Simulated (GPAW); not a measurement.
Co:

```
Co
1.0
     2.47200    0.00000    0.00000
    -1.23600    2.14081    0.00000
     0.00000    0.00000    4.02114
Co
2
Cartesian
  1.2360 0.7136 3.0159
  0.0000 1.4272 1.0053
```

Base run:

- Program: GPAW 26.7.0
- Functional: LDA
- Potentials or basis: the program's PAW data sets (release 1.2.1) made for this functional
- Cutoff: 600 eV
- Basis: pw
- k mesh: 9 × 9 × 5
- Occupations: fermi-dirac, width 0.05 eV
- Spin: collinear spin, ferromagnetic start
- Starting moments: [2.0, 2.0] μB
- Hubbard terms: Co d U = 7 eV

Its results: pressure -1.2 GPa; net moment 4.01 μB per cell; site moments Co +2.23 μB.

Problem. The run is repeated on the same cell with these changes: hubbard terms from Co d U = 7 eV to none; band points from 100 to 60. What comes out?

Solution. Pressure -14.7 GPa; net moment 3.04 μB per cell; site moments Co +1.57 μB.

Caveats: the U is typed as a test and isn't derived for this compound (some runs).

Not every run made on this cell is shown here.
